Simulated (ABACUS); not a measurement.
Runs of ABACUS 3.10.1 on Te2Pt (Moncheite). Symmetry: P-3m1, No. 164, trigonal system. Conventional cell: a = 4.010 Å, b = 4.010 Å, c = 5.201 Å, α = 90.00°, β = 90.00°, γ = 120.00°. Around Pt (site symmetry -3m) lie 6 Te at 2.66 Å. Te (site symmetry 3m) has 3 Pt at 2.66 Å as nearest neighbours. 

```tsv
potentials or basis	cutoff (eV)	radial cutoff of the potentials (pseudo_rcut)	gap on the mesh (eV)	pressure (GPa)	largest force (eV/Å)
SPMS ONCV 1.0 PBE, plane waves	1143	7 bohr	none	8.9	1.08
Ansatz NC PBE, plane waves	1143	7 bohr	none	8.7	1.04
SG15 ONCV 1.2 PBE, plane waves	1143	7 bohr	none	9.2	1.12
GBRV ultrasoft 1.5 PBE, plane waves	544	10 bohr	none	(b)	1.25
PseudoDojo NC SR 0.4.1 PBE standard, plane waves	1143	7 bohr	none	(a)	1.10
```

Alike in all rows: task single point; level PBE; no spin polarisation; cell as given; k mesh 6 × 6 × 4; smearing fermi-dirac 0.05 eV.

Q: Fill in the values left out.

A: (a) 9.0; (b) 9.6.

Caveats: forces of over 1 eV/Å show positions far from the minimum, so gaps and moduli don't describe the material at rest.

A k mesh can miss the band edges, and the runs leave out spin-orbit coupling on Pt, Te.

A gap of «none» marks a metal or a gap under the smearing width.

The runs don't all hold the same shells in valence.
